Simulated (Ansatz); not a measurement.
# Stack of 1T-SiSe2 under 2H-TaSe2, upper layer turned by 180° in a perpendicular field, part 3 of 3

What dipole does a perpendicular field induce in the stack of 1T-SiSe2 under 2H-TaSe2, upper layer turned by 180°? A positive field points along +c.

Ansatz 0.2.0; plane-wave DFT, PBE-D3(BJ), Ansatz PAW.

So far. Step 7 (Single point, field -0.3 V/Å): The dipole is -0.198 e·Å, -0.192 e·Å from its value without field. Step 8 (Response, atoms held): The induced dipole is that of a conductor 11.13 Å thick.

### 9. A changed input: scf.n_extra_bands = 32

This step: plane-wave DFT, PBE-D3(BJ), Ansatz PAW (Ansatz 0.2.0).

A run with a changed input: it repeats the earlier run at 0.1 V/Å with scf.n_extra_bands to 32.

The input, input.yaml:

```yaml
crystal:
  lattice:
    - [3.4505175544, 0.0, 0.0]
    - [-1.7252587772, 2.9882358583, 0.0]
    - [0.0, 0.0, 27.2570668814]
  atoms:
    - { symbol: Se, position: [0.6666666667, 0.3333333333, 0.3301895996] }
    - { symbol: Si, position: [0.0, 0.0, 0.383032805] }
    - { symbol: Se, position: [0.3333333333, 0.6666666667, 0.4359417713] }
    - { symbol: Se, position: [0.0, 0.0, 0.5469169612] }
    - { symbol: Ta, position: [0.3333333333, 0.6666666667, 0.6080564234] }
    - { symbol: Se, position: [0.0, 0.0, 0.6698104004] }
kpoints:
  mp_grid: { grid: [18, 18, 1] }
  band_path:
    path: [[0, 0, 0], [0.5, 0, 0], [0.33333333, 0.33333333, 0], [0, 0, 0]]
    npoints: 16
hamiltonian:
  xc: pbe
  dispersion: d3bj
scf:
  occupations: { method: fermi_dirac, width: 0.05 }
  convergence: { dr2_threshold: 1.0e-10 }
  n_extra_bands: 32
efield:
  axis: 3
  dipole_correction: true
  ramp_position: 0.9596
  ramp_width: 0.0807
  amplitude: 0.1
output:
  write_potential: true
  write_density: true
  volumetric_format: npy
```

Command:

```bash
$ ansatz run input.yaml --threads 4 --pin off --max-ram 6144MiB --backend cpu --events-out ev --progress --plain --runs-dir out
```

Numbers of over 12 decimals in the logs are rounded to 6 here.

Log:

```text
[...]
Crystal: 6 atoms, lattice volume = 281.047 Å³
Basis set: ecut = 420 eV, 5455 PW (Γ)
Bands: 73, of which v1, the nominal top of the filled ones, is band 41 counted from 1 (40 counted from 0)
Symmetry: 6 space group operations
[...]
k-points: 37 of 324 (time reversal used)
[...]
SCF iter  14: F=-32449.878384 eV  HF=-32449.878384 eV  |F-HF|=2.91e-11  |Δ(HF+E_count)|=  1.82e-10  Δρ=8.01e-8  dr2=1.69e-11  ethr=1.00e-12  p=0.057 e·Å  D=3.65e-2 V/Å  ΔV_dip=-1.00 eV  dr2_dipole=8.64e-15  V_vac-E_F(+/−)=6.06/4.62 eV  ⟨swp⟩=14.4  Hψ=15962  notcnv=0
SCF 1 converged in 14 iterations: F = -32449.878384 eV  dr2 = 1.69e-11
[...]
SCF converged after 14 iterations
Free energy (F): -32449.878384 eV
[...]
Internal energy: -32449.857129 eV  (E = F + TS)
E sigma→0 (E₀):  -32449.867757 eV
Entropy (-TS):   -0.021255 eV (-3.543 meV/atom)
Fermi energy:    1.633536 eV
Dipole field:    D = 0.036525 V/Å  (p = 0.056730 e·Å, saw-weighted, corrected)
Work function:   not extracted (applied field tilts the vacuum); planar V_es + V_field profile in the machine report
[...]
--- Band table (eV; the first three rows and the last of 37) ---
  k-point 0: bands = [... 37 lower, 0.9495, 1.1161, 1.1161, 2.4020, 4.1023, 4.8483, 4.8483, 4.9465, ... 28 higher]
  k-point 1: bands = [... 37 lower, 0.8347, 1.0422, 1.3113, 2.3896, 4.3060, 4.7736, 4.8661, 4.9025, ... 28 higher]
  k-point 2: bands = [... 37 lower, 0.5035, 0.9466, 1.4298, 2.2779, 4.4179, 4.6147, 4.7781, 4.7962, ... 28 higher]
  k-point 36: bands = [... 37 lower, -0.1581, -0.0100, 0.0730, 2.3082, 3.4009, 3.8074, 5.2020, 5.8048, ... 28 higher]
```

It took 26 s on 4 threads of Intel Xeon Platinum 8375C at 2.90GHz (Ice Lake), shared host; peak memory 1.3 GiB.

Numbers from this step:

| Item | Value |
| --- | --- |
| energy at zero smearing | -32449.8678 eV |
| dipole along the normal | 0.05673 e·Å |

The electronic bands at the labelled points (eV, zero at the Fermi level):

```csv
point,band 37,band 38,band 39,band 40,band 41,band 42,band 43,band 44
Γ,-0.68,-0.68,-0.52,-0.52,0.77,2.47,3.21,3.21
halfway,-1.67,-1.35,-0.98,-0.42,-0.09,1.72,2.78,2.90
M,-1.80,-1.36,-0.99,-0.82,-0.39,0.27,3.17,3.47
halfway,-2.37,-1.73,-1.69,-1.34,0.20,1.53,2.84,3.69
K,-2.83,-1.79,-1.64,-1.56,0.67,1.77,2.17,3.57
halfway,-1.81,-1.67,-1.18,-0.74,-0.06,2.47,2.54,3.13
Γ,-0.68,-0.68,-0.52,-0.52,0.77,2.47,3.21,3.21
```

```csv
quantity,this run,earlier run,difference
dipole along the normal (e·Å),0.05673,0.05673,5.9e-7
```

The dipole moves by under 0.5 % or 5e-5 e·Å. The run took 14 SCF cycles against 15.

Of the bands kept, 1 crosses the Fermi level on this path.

### 10. Varying the input: scf.occupations.width = 0.005 and basis.ecutrho_ratio = 8

Another changed input: it repeats the earlier run at 0.1 V/Å with scf.occupations.width from 0.05 to 0.005 and basis.ecutrho_ratio to 8.

Changes to input.yaml since step 9:

```diff
@@ -21,5 +21,4 @@
 scf:
-  occupations: { method: fermi_dirac, width: 0.05 }
+  occupations: { method: fermi_dirac, width: 0.005 }
   convergence: { dr2_threshold: 1.0e-10 }
-  n_extra_bands: 32
 efield:
@@ -34 +33,3 @@
   volumetric_format: npy
+basis:
+  ecutrho_ratio: 8
```

Log:

```text
[...]
Crystal: 6 atoms, lattice volume = 281.047 Å³
Basis set: ecut = 420 eV, 5455 PW (Γ)
Bands: 49, of which v1, the nominal top of the filled ones, is band 41 counted from 1 (40 counted from 0)
Symmetry: 6 space group operations
[...]
k-points: 37 of 324 (time reversal used)
[...]
SCF iter  16: F=-32449.867244 eV  HF=-32449.867244 eV  |F-HF|=8.37e-11  |Δ(HF+E_count)|=  3.17e-10  Δρ=8.58e-8  dr2=5.06e-11  ethr=1.00e-12  p=0.057 e·Å  D=3.68e-2 V/Å  ΔV_dip=-1.00 eV  dr2_dipole=3.64e-12  V_vac-E_F(+/−)=6.09/4.65 eV  ⟨swp⟩=12.0  Hψ=5590  notcnv=0
SCF 1 converged in 16 iterations: F = -32449.867244 eV  dr2 = 5.06e-11
[...]
SCF converged after 16 iterations
Free energy (F): -32449.867244 eV
[...]
Internal energy: -32449.866980 eV  (E = F + TS)
E sigma→0 (E₀):  -32449.867112 eV
Entropy (-TS):   -0.000264 eV (-0.044 meV/atom)
Fermi energy:    1.604654 eV
Dipole field:    D = 0.036822 V/Å  (p = 0.057191 e·Å, saw-weighted, corrected)
Work function:   not extracted (applied field tilts the vacuum); planar V_es + V_field profile in the machine report
[...]
--- Band table (eV; the first three rows and the last of 37) ---
  k-point 0: bands = [... 37 lower, 0.9537, 1.1206, 1.1206, 2.3985, 4.1060, 4.8441, 4.8441, 4.9424, ... 4 higher]
  k-point 1: bands = [... 37 lower, 0.8331, 1.0452, 1.3158, 2.3860, 4.3092, 4.7694, 4.8628, 4.8983, ... 4 higher]
  k-point 2: bands = [... 37 lower, 0.4996, 0.9445, 1.4343, 2.2742, 4.4182, 4.6111, 4.7778, 4.7920, ... 4 higher]
  k-point 36: bands = [... 37 lower, -0.1618, -0.0058, 0.0761, 2.3037, 3.4046, 3.8029, 5.1988, 5.8007, ... 4 higher]
```

Wall time 18 s (4 threads); peak memory 1.2 GiB.

Numbers from this step:

- energy at zero smearing: -32449.8671 eV
- dipole along the normal: 0.05719 e·Å

Electronic bands along the path, in eV, zero at the Fermi level:

```csv
point,band 37,band 38,band 39,band 40,band 41,band 42,band 43,band 44
Γ,-0.65,-0.65,-0.48,-0.48,0.79,2.50,3.24,3.24
halfway,-1.64,-1.33,-0.95,-0.38,-0.06,1.75,2.80,2.92
M,-1.77,-1.33,-0.96,-0.79,-0.37,0.30,3.20,3.49
halfway,-2.35,-1.70,-1.66,-1.31,0.23,1.56,2.86,3.72
K,-2.81,-1.77,-1.61,-1.53,0.70,1.80,2.20,3.59
halfway,-1.78,-1.64,-1.15,-0.72,-0.04,2.50,2.57,3.15
Γ,-0.65,-0.65,-0.48,-0.48,0.79,2.50,3.24,3.24
```

```csv
quantity,this run,earlier run,difference
dipole along the normal (e·Å),0.05719,0.05673,4.6e-4
```

It moves by +0.000462 e·Å.

Of the bands kept, 1 crosses the Fermi level on this path.

### 11. What came out

* gap without field: none
* work function, upper face: 5.45 eV
* step between the vacuum levels: 0.114 eV
* equivalent conductor thickness, atoms held: 11.1 Å

In words: The induced dipole equals that of a perfect conductor 11.13 Å thick, while the outer atoms lie 9.26 Å apart. The two faces differ: the vacuum level above lies 0.11 eV higher than the one below. There is no gap over 0.03 eV, with or without the field. The first relaxation ran with spin and lost its moment, and the later runs have none; other magnetic states were not tried. Spin-orbit coupling is left out, which matters for the bands of elements this heavy.

[Logs are printed without paths, hosts, clocks, repeated set-up lines and the standing remarks that a program may print on its own settings, such as how far it seeks lower states.]

[Hosts, paths, dates, database ids (printed as entryN), source tags and the programs' standing remarks are cut or masked in the printed files.]

[Maps of the electrostatic potential energy from Ansatz leave out the sawtooth potential of an applied field or a dipole correction, so their vacuum need not be flat; planar profiles and work functions include it.]
